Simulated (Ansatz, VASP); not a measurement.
Sr in VASP and in Ansatz

```
CELL_PARAMETERS angstrom
3.04206 -3.04135 0.00000
3.04206 3.04135 0.00000
0.00000 0.00000 12.34390
ATOMIC_POSITIONS crystal
Sr 0.75274 0.24726 0.12478
Sr 0.74726 0.25274 0.62478
Sr 0.24726 0.75274 0.87522
Sr 0.25274 0.74726 0.37522
```

Alike in both runs: functional r2SCAN; k mesh 4 × 4 × 2; occupations gaussian, width 0.1 eV; no spin polarisation.

Ansatz relaxed the structure, and its values are those at the end. VASP's run is a single point on that final structure, the one shown.

|  | VASP | Ansatz |
| --- | --- | --- |
| version | VASP 6.6.1 | Ansatz 0.2.0 |
| potentials or method | VASP PAW PBE potentials, release 64 (Sr_sv) | scalar-relativistic, plane waves, PAW |
| plane-wave cutoff (eV) | 520 | 500 |
| valence electrons in the cell | 40 | 40 |

```tsv
	VASP	Ansatz	Ansatz less VASP
gap on the k mesh at the Fermi level (eV)	none	none	-
pressure (GPa)	0.1	0.1	-0.04
rms of the force components (eV/Å)	0.011	0.011	0.0000
```

A gap of «none» marks a metal or a gap that the smearing closes.

Caveats: the k mesh is coarse (spacing up to 0.37 Å⁻¹), so the values aren't converged; the PAW data sets were made with another functional, which shifts forces and pressure a little (VASP).
